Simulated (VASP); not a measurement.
A run of VASP 6.6.1:

Contents of INCAR:

```
PREC = Accurate
ENCUT = 520
EDIFF = 1E-6
ISMEAR = 1
SIGMA = 0.15
LREAL = F
LASPH = T
NELM = 100
ALGO = Normal
ISIF = 2
LWAVE = F
LCHARG = F
GGA = PE
NBANDS = 30
```

Contents of KPOINTS:

```
Automatic mesh
0
Gamma
  4 4 4
```

Contents of POSCAR:

```
Au
1.0
   -4.1783820000     -0.0319000000     -0.0021230000
    0.0021230000     -0.0265410000      4.1958680000
   -2.0562300000      4.0416860000      2.0703320000
Au
4
Direct
    0.9619342642      0.0269491807      0.0262078650
    0.4378377912      0.4728066890     -0.0060381267
    0.2527580396      0.7478161527      0.4595638479
    0.6721011709      0.2021440507      0.5314423566
```

Potentials or basis: VASP PAW PBE potentials, release 64 (Au).

The run is started by

```bash
$ cat potpaw_PBE.64/Au/POTCAR > POTCAR
$ mpirun -np 1 vasp_std > vasp.out
```

Hardware: 1 thread of Intel(R) Xeon(R) 6975P-C (Granite Rapids), with other jobs on the host.

Question: Estimate the wall time of this run.

Answer: Run time: 22 s on 1 thread of Intel(R) Xeon(R) 6975P-C (Granite Rapids), on a shared host, peak memory 0.22 GiB. Counts: scf iterations 12, k points 36.
